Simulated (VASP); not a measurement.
# TiPbO4 (Cmmm) in VASP: elastic constants with PBE

Aim: the elastic constants of TiPbO4 with PBE.

Program: VASP 6.6.1. These are calculated values, not measurements. Logs are shortened: lines on timing, memory, paths and dates and some standing lists are left out, and cuts for length are marked.

### 1 The structure

Symmetry: Cmmm, No. 65, orthorhombic system. The conventional cell has a = 6.878 Å, b = 6.918 Å, c = 3.183 Å, α = 90.00°, β = 90.00°, γ = 90.00°. Ti (site symmetry mmm) has 6 O at 1.98 to 2.01 Å as nearest neighbours. Pb (site symmetry mmm) has 6 O at 2.16 to 2.23 Å as nearest neighbours. O (site symmetry 2mm) has 1 Ti at 1.98 Å and 2 Pb at 2.16 Å as nearest neighbours. Around O (site symmetry m2m) lie 2 Ti at 2.01 Å and 1 Pb at 2.23 Å.

The cell was built by a generator and needn't be a form met in nature.

### 2 Elastic constants, PBE

File POSCAR:

```
TiPbO4
1.0
    3.4389500000     -3.4587900000      0.0000000000
    3.4389500000      3.4587900000      0.0000000000
    0.0000000000      0.0000000000      3.1825800000
Ti Pb O
1 1 4
Direct
    0.5000000000      0.5000000000      0.5000000000
    0.0000000000      0.0000000000      0.0000000000
    0.2126400000      0.2126400000      0.5000000000
    0.7873600000      0.7873600000      0.5000000000
    0.6772410000      0.3227590000      0.0000000000
    0.3227590000      0.6772410000      0.0000000000
```

File INCAR.step1:

```
ALGO = Normal ; EDIFF = 1E-8
EDIFFG = -0.002 ; ENCUT = 520
GGA = PE ; IBRION = 2
ISIF = 3 ; ISMEAR = 0
KPAR = 8 ; LASPH = T
LCHARG = F ; LREAL = F
LWAVE = F ; NELM = 80
NSW = 40 ; PREC = Accurate
SIGMA = 0.1
```

File INCAR.step2:

```
ALGO = Normal ; EDIFF = 1E-8
ENCUT = 520 ; GGA = PE
IBRION = 6 ; ISIF = 3
ISMEAR = 0 ; KPAR = 8
LASPH = T ; LCHARG = F
LREAL = F ; LWAVE = F
NELM = 80 ; NFREE = 2
NSW = 1 ; POTIM = 0.015
PREC = Accurate ; SIGMA = 0.1
```

File KPOINTS:

```
k-points
0
Gamma
  5 5 8
```

Potentials or basis: VASP PAW PBE potentials, release 64 (Ti_sv, Pb_d, O).

Run with:

```console
$ cat potpaw_PBE.64/Ti_sv/POTCAR potpaw_PBE.64/Pb_d/POTCAR potpaw_PBE.64/O/POTCAR > POTCAR
$ cp INCAR.step1 INCAR
$ mpirun -np 8 vasp_std > vasp.out
$ cp CONTCAR POSCAR
$ cp INCAR.step2 INCAR
$ mpirun -np 8 vasp_std > vasp.out
```

OUTCAR:

```text
EDIFF = 1E-8
   ENCUT = 520
   GGA = PE
   IBRION = 6
   ISIF = 3
   ISMEAR = 0
   LASPH = T
   LREAL = F
   NELM = 80
   NFREE = 2
   NSW = 1
   POTIM = 0.015
   PREC = Accurate

 ion  position               nearest neighbor table
   1  0.500  0.500  0.500-   3 1.98   4 1.98   5 2.01   6 2.01   5 2.01   6 2.01
   2  0.000  0.000  0.000-   3 2.16   4 2.16   3 2.16   4 2.16   5 2.23   6 2.23
   3  0.213  0.213  0.500-   1 1.98   2 2.16   2 2.16
   4  0.787  0.787  0.500-   1 1.98   2 2.16   2 2.16
   5  0.677  0.323  0.000-   1 2.01   1 2.01   2 2.23
   6  0.323  0.677  0.000-   1 2.01   1 2.01   2 2.23

  LATTYP: Found a base centered orthorhombic cell.
 ALAT       =     6.8772588722
 B/A-ratio  =     1.0059877587
 C/A-ratio  =     0.4627380068

  Lattice vectors:

 A1 = (   3.4386294361,  -3.4592191194,   0.0000000000)
 A2 = (   3.4386294361,   3.4592191194,   0.0000000000)
 A3 = (   0.0000000000,   0.0000000000,   3.1823690628)

Analysis of symmetry for initial positions (statically):
=====================================================================
 Subroutine PRICEL returns:
 Original cell was already a primitive cell.

 Routine SETGRP: Setting up the symmetry group for a
 base centered orthorhombic supercell.

 Subroutine GETGRP returns: Found  8 space group operations
 (whereof  8 operations were pure point group operations)
 out of a pool of  8 trial point group operations.

The static configuration has the point symmetry D_2h.

Analysis of symmetry for dynamics (positions and initial velocities):
=====================================================================
 Subroutine PRICEL returns:
 Original cell was already a primitive cell.

 Routine SETGRP: Setting up the symmetry group for a
 base centered orthorhombic supercell.

 Subroutine GETGRP returns: Found  8 space group operations
 (whereof  8 operations were pure point group operations)
 out of a pool of  8 trial point group operations.

The dynamic configuration has the point symmetry D_2h.

 Subroutine INISYM returns: Found  8 space group operations
 (whereof  8 operations are pure point group operations),
 and found     1 'primitive' translations

----------------------------------------------------------------------------------------

                                     Primitive cell

  volume of cell :      75.7084

  direct lattice vectors                    reciprocal lattice vectors
     3.438629436 -3.459219119  0.000000000     0.145406770 -0.144541292  0.000000000
     3.438629436  3.459219119  0.000000000     0.145406770  0.144541292  0.000000000
     0.000000000  0.000000000  3.182369063     0.000000000  0.000000000  0.314231310

  length of vectors
     4.877537218  4.877537218  3.182369063     0.205025154  0.205025154  0.314231310

  position of ions in fractional coordinates (direct lattice)
     0.500000000  0.500000000  0.500000000
     0.000000000  0.000000000  0.000000000
     0.212633322  0.212633322  0.500000000
     0.787366678  0.787366678  0.500000000
     0.677263543  0.322736457  0.000000000
     0.322736457  0.677263543  0.000000000

  ion indices of the primitive-cell ions
   primitive index   ion index
[... 123 lines left out ...]
  ext. energy  EPLUGINS =         0.00000000
  ---------------------------------------------------
  free energy    TOTEN  =       -42.47272433 eV

  energy without entropy =      -42.47272415  energy(sigma->0) =      -42.47272424

------------------------ aborting loop because EDIFF is reached ----------------------------------------

  FORCE on cell =-STRESS in cart. coord.  units (eV):
  Direction    XX          YY          ZZ          XY          YZ          ZX
  --------------------------------------------------------------------------------------
  -------------------------------------------------------------------------------------
  Total        0.0072188     -0.0011325      0.0006675      0.0000000      0.0000000      0.0000000
  in kB        0.1527678     -0.0239661      0.0141254      0.0000000      0.0000000      0.0000000
  external PRESSURE =       0.0476424 kB  Pullay stress =       0.0000000 kB
[... 101 lines left out ...]
  FREE ENERGIE OF THE ION-ELECTRON SYSTEM (eV)
  ---------------------------------------------------
  free  energy   TOTEN  =       -42.4523259548 eV

  energy  without entropy=      -42.4523259293  energy(sigma->0) =      -42.45232594

[... ionic steps 4 to 34 ...]

--------------------------------------- Ionic step       35  -------------------------------------------

 number of electron      49.9999996 magnetization

------------------------ aborting loop because EDIFF is reached ----------------------------------------
[... 75 lines left out ...]
--------------------------------------- Ionic step       37  -------------------------------------------

 number of electron      50.0000000 magnetization

 Free energy of the ion-electron system (eV)
  ---------------------------------------------------
  ext. energy  EPLUGINS =         0.00000000
  ---------------------------------------------------
  free energy    TOTEN  =       -42.47223640 eV

  energy without entropy =      -42.47223622  energy(sigma->0) =      -42.47223631

 E-fermi :   4.6473     XC(G=0): -10.8163

 val. band max:        4.3634751177   @ k =   0.0000   0.0000   0.0000
 cond. band min:       4.9310225475   @ k =   0.0000   0.0000   0.0000
 fundamental gap:      0.5675474299
 Fermi energy:         4.6472670833

 k-point     1 :       0.0000    0.0000    0.0000
  band No.  band energies     occupation
      1     -52.6038      2.00000
      2     -28.8400      2.00000
      3     -28.7994      2.00000
      4     -28.7000      2.00000
      5     -14.1614      2.00000
      6     -13.2512      2.00000
[... 781 lines left out ...]
     29       7.6228      0.00000
     30       9.6322      0.00000

 [... further k-points ...]
[... 5 lines left out ...]
  --------------------------------------------------------------------------------------
  -------------------------------------------------------------------------------------
  Total        0.0083855      0.0037770      0.0044749      0.0000000     -0.0779701      0.0000000
  in kB        0.1774578      0.0799309      0.0947010      0.0000000     -1.6500408      0.0000000
  external PRESSURE =       0.1173632 kB  Pullay stress =       0.0000000 kB
[... 21 lines left out ...]
  FREE ENERGIE OF THE ION-ELECTRON SYSTEM (eV)
  ---------------------------------------------------
  free  energy   TOTEN  =       -42.4722364026 eV

  energy  without entropy=      -42.4722362228  energy(sigma->0) =      -42.47223631

 INTERNAL STRAIN TENSORS FROM STRAINED CELLS
 ============================================

 INTERNAL STRAIN TENSOR FOR ION    1 for displacements in x,y,z  (eV/Angst):
          X           Y           Z          XY          YZ          ZX
  --------------------------------------------------------------------------------
  x     0.00000     0.00000     0.00000     0.00000     0.00000    -0.00000
  y    -0.00000     0.00000    -0.00000    -0.00000    -0.00000     0.00000
  z     0.00000     0.00000     0.00000     0.00000     0.00000    -0.00000

 INTERNAL STRAIN TENSORS FROM DISPLACED ATOMS
 ============================================

 INTERNAL STRAIN TENSOR FOR ION    1 for displacements in x,y,z  (eV/Angst):
          X           Y           Z          XY          YZ          ZX
  --------------------------------------------------------------------------------
  x     0.00000     0.00000     0.00000     0.00000     0.00000     0.00000
  y     0.00000     0.00000     0.00000     0.00000     0.00000     0.00000
  z     0.00000     0.00000     0.00000     0.00000     0.00000     0.00000

 INTERNAL STRAIN TENSOR FOR ION    6 for displacements in x,y,z  (eV/Angst):
          X           Y           Z          XY          YZ          ZX
  --------------------------------------------------------------------------------
  x     0.00000     0.00000    -0.00000    -2.18130     0.00000     0.00000
  y    -5.32612    -6.91934    -7.13343     0.00000     0.00000     0.00000
  z     0.00000     0.00000     0.00000     0.00000    -5.20012     0.00000

 Eigenvectors and eigenvalues of the dynamical matrix
 ----------------------------------------------------

   1 f  =   20.138620 THz   126.534682 2PiTHz  671.752058 cm-1    83.286603 meV
             X         Y         Z           dx          dy          dz
      3.438629  0.000000  1.591185    -0.000000   -0.000000    0.000000
      0.000000  0.000000  0.000000    -0.000000   -0.000000   -0.000000
      1.462334  0.000000  1.591185     0.470485    0.000000    0.000000
      5.414924  0.000000  1.591185    -0.470485    0.000000   -0.000000
      3.438629 -1.226387  0.000000    -0.000000    0.527867    0.000000
      3.438629  1.226387  0.000000    -0.000000   -0.527867    0.000000
[... 145 lines left out ...]
  18 f/i=    5.211248 THz    32.743234 2PiTHz  173.828508 cm-1    21.551979 meV
             X         Y         Z           dx          dy          dz
      3.438629  0.000000  1.591185    -0.000000   -0.000000   -0.862486
      0.000000  0.000000  0.000000    -0.000000   -0.000000    0.175759
      1.462334  0.000000  1.591185    -0.000000   -0.000000    0.117341
      5.414924  0.000000  1.591185    -0.000000   -0.000000    0.117341
      3.438629 -1.226387  0.000000    -0.000000   -0.000000    0.314395
      3.438629  1.226387  0.000000    -0.000000   -0.000000    0.314395

--------------------------------------------------------------------------------------------------------

 ELASTIC MODULI CONTR FROM IONIC RELAXATION (kBar)
 Direction    XX          YY          ZZ          XY          YZ          ZX
 --------------------------------------------------------------------------------
 XX         -79.1522    -24.9770    -46.0212      0.0000     -0.0000      0.0000
 YY         -24.9770   -174.3219   -142.7739      0.0000     -0.0000      0.0000
 ZZ         -46.0212   -142.7739   -125.5831      0.0000     -0.0000      0.0000
 XY           0.0000      0.0000      0.0000   -134.5710      0.0000     -0.0000
 YZ          -0.0000     -0.0000     -0.0000      0.0000   -167.5205      0.0000
 ZX           0.0000      0.0000      0.0000     -0.0000      0.0000    -38.7781
 --------------------------------------------------------------------------------

 TOTAL ELASTIC MODULI (kBar)
 Direction    XX          YY          ZZ          XY          YZ          ZX
 --------------------------------------------------------------------------------
 XX        3595.0474     -2.0167   1366.8327      0.0000     -0.0000      0.0000
 YY          -2.0167   2970.6784    981.8696      0.0000     -0.0000      0.0000
 ZZ        1366.8327    981.8696   3390.8075      0.0000     -0.0000      0.0000
 XY           0.0000      0.0000      0.0000    255.4990      0.0000     -0.0000
 YZ          -0.0000     -0.0000     -0.0000      0.0000    552.3713      0.0000
 ZX           0.0000      0.0000      0.0000     -0.0000      0.0000    865.7269
 --------------------------------------------------------------------------------
```

It took 6.6 min on 8 MPI ranks of Intel Xeon Platinum 8559C (Emerald Rapids), shared host; peak memory 0.47 GiB.

Results:

| Property | Result |
| --- | --- |
| Voigt bulk modulus | 163 GPa |
| Highest phonon frequency at Γ, LO-TO splitting left out | 672 cm⁻¹ |
| Most unstable mode | 174i cm⁻¹ |

Phonon frequencies in cm⁻¹ (negative: imaginary):
```
              q point                                                         frequencies
(0.000, 0.000, 0.000)  -174 0 0 0 102 145 183 205 269 296 341 346 410 425 457 464 531 672
```

Elastic tensor in Voigt notation (GPa, in the Cartesian axes of the cell as first typed):
```
360   0 137   0   0   0
  0 297  98   0   0   0
137  98 339   0   0   0
  0   0   0  55   0   0
  0   0   0   0  87   0
  0   0   0   0   0  26
```

Clamped-ion elastic tensor (GPa):
```
367   2 141   0   0   0
  2 315 112   0   0   0
141 112 352   0   0   0
  0   0   0  72   0   0
  0   0   0   0  90   0
  0   0   0   0   0  39
```

Caveat: some modes are imaginary.
